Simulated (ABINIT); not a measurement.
A run of ABINIT 10.8.3 (patched build) is set up as follows.

Contents of run.abi:

```
# Datasets: ground state, then fixed potential
ndtset 2

# Pseudopotentials
pp_dirpath "./"
pseudos "Zr.GGA_PBE-JTH.xml, C.GGA_PBE-JTH.xml"

# Structure
acell 3.344615075 3.344615075 3.344615075 Angstrom
rprim
     0.0000000000     0.7071067812     0.7071067812
     0.7071067812     0.0000000000     0.7071067812
     0.7071067812     0.7071067812     0.0000000000
ntypat 2
znucl 40 6
natom 2
typat 1 2
xred
     0.5000000000     0.5000000000     0.5000000000
     0.0000000000     0.0000000000     0.0000000000

# Plane-wave basis
ecut 544.227725 eV
pawecutdg 40.0

# Exchange and correlation
ixc -116133

# Bands and occupations
occopt 3
tsmear 0.05 eV

# SCF cycle
nstep 100

# Output
iomode 3
prtwf 0
prteig 0
prtebands 0
prtden1 1
prtvha1 1
prtvclmb1 1
prtpot1 1

# Dataset 1
kptopt1 1
ngkpt1 10 10 10
nshiftk1 1
shiftk1 0.0 0.0 0.0
nband1 12
tolvrs1 1.0e-9

# Dataset 2: bands along G-X-W-K-G-L-U-W-L-K
iscf2 -2
getden2 1
nband2 16
nbdbuf2 2
tolwfr2 1.0e-12
kptopt2 -9
ndivsm2 8
prteig2 1
kptbounds2
     0.0000000000     0.0000000000     0.0000000000
     0.5000000000     0.0000000000     0.5000000000
     0.5000000000     0.2500000000     0.7500000000
     0.3750000000     0.3750000000     0.7500000000
     0.0000000000     0.0000000000     0.0000000000
     0.5000000000     0.5000000000     0.5000000000
     0.6250000000     0.2500000000     0.6250000000
     0.5000000000     0.2500000000     0.7500000000
     0.5000000000     0.5000000000     0.5000000000
     0.3750000000     0.3750000000     0.7500000000
```

Potentials or basis: JTH PAW PBE v2.0.

Run with:

```bash
$ abinit run.abi > log 2>&1
```

(1) What does it give for the pressure?

(2) Estimate the band gap on the k mesh.

Results:

(1) -8.7 GPa.

(2) none (metal or under the smearing width).

Caveat: the PAW data sets were made with another functional, which shifts forces and pressure a little.
